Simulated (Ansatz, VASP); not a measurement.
**C in VASP and in Ansatz**

```
CELL_PARAMETERS angstrom
1.22946 0.70983 3.26551
-1.22946 0.70983 3.26551
0.00000 -1.41966 3.26551
ATOMIC_POSITIONS crystal
C 0.16654 0.16654 0.16654
C 0.83346 0.83346 0.83346
```

Alike in both runs: functional PBEsol; dispersion D3(BJ); k mesh 9 × 9 × 9; occupations gaussian, width 0.1 eV; no spin polarisation.

Ansatz relaxed the structure, and its values are those at the end. VASP's run is a single point on that final structure, the one shown.

```csv
,VASP,Ansatz
version,VASP 6.6.1,Ansatz 0.2.0
potentials or method,"VASP PAW PBE potentials, release 64 (C)","scalar-relativistic, plane waves, PAW"
plane-wave cutoff (eV),520,520
valence electrons in the cell,8,8
```

|  | VASP | Ansatz | Ansatz less VASP |
| --- | --- | --- | --- |
| gap on the k mesh at the Fermi level (eV) | 0.78 | 0.78 | -0.001 |
| least direct gap on the mesh (eV) | 0.78 | 0.78 | -0.001 |
| pressure (GPa) | 0.5 | -0.3 | -0.74 |
| rms of the force components (eV/Å) | 0.005 | 0.005 | -0.0002 |

Ansatz warned: «pseudo_functional_mismatch».

Caveats: the PAW data sets were made with another functional, which shifts forces and pressure a little (VASP); an odd mesh through Γ misses points on the zone boundary, where band edges often lie.
